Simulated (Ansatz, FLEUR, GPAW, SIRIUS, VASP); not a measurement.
# Ag: programs and potentials compared

```xyz
1
Lattice="0.0000 2.0427 2.0427 2.0427 0.0000 2.0427 2.0427 2.0427 0.0000" Properties=species:S:1:pos:R:3 pbc="T T T"
Ag    0.0000    0.0000    0.0000
```

Alike in all runs: task equation of state; functional PBEsol; k mesh 11 × 11 × 11; occupations fermi-dirac, width 0.05 eV; no spin polarisation; no spin-orbit coupling.

```tsv
program and potentials	plane-wave cutoff (eV)	notes	equilibrium volume (Å³/atom)	bulk modulus (GPa)
Ansatz, Ansatz PAW	420	potentials made for PBE, which Ansatz adapts in part	16.61	120.4
SIRIUS, PseudoDojo 0.4.1 PBEsol standard (scalar relativistic)	1127	-	16.61	120.7
VASP, PBE PAW files Ag, 520 eV	520	potentials made for PBE	?	?
Ansatz, all-electron LAPW, scalar-relativistic	-	-	16.61	120.4
FLEUR, all-electron, FLAPW	-	-	16.60	120.6
GPAW, PAW data sets generated for this functional	600	-	16.61	119.3
```

Q: Estimate from the other rows what the run with VASP, PBE PAW files Ag, 520 eV gave.

A: Equilibrium volume 16.59 Å³/atom; bulk modulus 119.6 GPa. The other rows, which needn't bracket it: equilibrium volume 16.60 to 16.61; bulk modulus 119.3 to 120.7.
